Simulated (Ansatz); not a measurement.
Crystal: PbSe (Clausthalite).

```xyz
2
Lattice="0.0000 3.0606 3.0606 3.0606 0.0000 3.0606 3.0606 3.0606 0.0000" Properties=species:S:1:pos:R:3 pbc="T T T"
Pb    0.0000    0.0000    0.0000
Se    3.0606    3.0606    3.0606
```

Base run:

| Item | Value |
| --- | --- |
| Program | Ansatz 0.2.0 |
| Functional | HSE06 |
| Potentials or basis | all-electron PAW datasets made for the crystal |
| Cutoff | 270 eV (chosen from the basis error) |
| k mesh | 6 × 6 × 6 |
| Occupations | fermi-dirac, width 0.05 eV |
| Spin | no spin polarisation |

Its results: band gap on the k mesh 0.68 eV, direct; pressure 1.3 GPa.

Task: After a change of settings the same cell gave: band gap on the k mesh 1.23 eV, direct; pressure 1.4 GPa. Which change was it?
A. functional from HSE06 to PBE; cutoff from 270 eV (chosen from the basis error) to 240 eV (chosen from the basis error)
B. functional from HSE06 to PBE; cutoff from 270 eV (chosen from the basis error) to 240 eV (chosen from the basis error); k mesh from 6 × 6 × 6 to 4 × 4 × 4
C. functional from HSE06 to PBE0

Result: C.

Caveats: spin-orbit coupling is left out, which as a rule narrows the gap of such compounds by several tenths of an eV.
